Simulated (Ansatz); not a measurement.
Input and command of a plane-wave DFT calculation in Ansatz:

```yaml
crystal:
  lattice:
    - [0.0, -2.1781449855, -2.1781449855]
    - [0.0, 2.1781449855, -2.1781449855]
    - [4.3562899711, 0.0, 0.0]
  atoms:
    - { symbol: Si, position: [0.543041212, 0.456958788, 0.5] }
    - { symbol: Si, position: [-0.043041212, 0.043041212, 0.0] }
    - { symbol: C, position: [0.0272944207, 0.5272944207, 0.25] }
    - { symbol: C, position: [0.4727055793, -0.0272944207, 0.75] }
basis:
  ecutwfc: 500
kpoints:
  mp_grid: { grid: [10, 10, 6] }
hamiltonian:
  xc: r2scan
scf:
  occupations: { method: gaussian, width: 0.05 }
output:
  forces: true
  stress: true
  eigenvalues: true
```

```bash
ansatz run input.yaml --threads 2 --pin off --max-ram 5120MiB --backend cpu --events-out ev --progress --plain --runs-dir out
```

Processor: Arm Neoverse V2, 2 threads, on a host shared with other jobs.

Q: How long does it run, and how much memory does it take?

A: About 6.3 s on 2 threads of Arm Neoverse V2, on a shared host, peak memory 0.44 GiB. It solves 12 bands at 124 k points (the mesh reduced by symmetry) with about 1055 plane waves, in 6 SCF iterations.
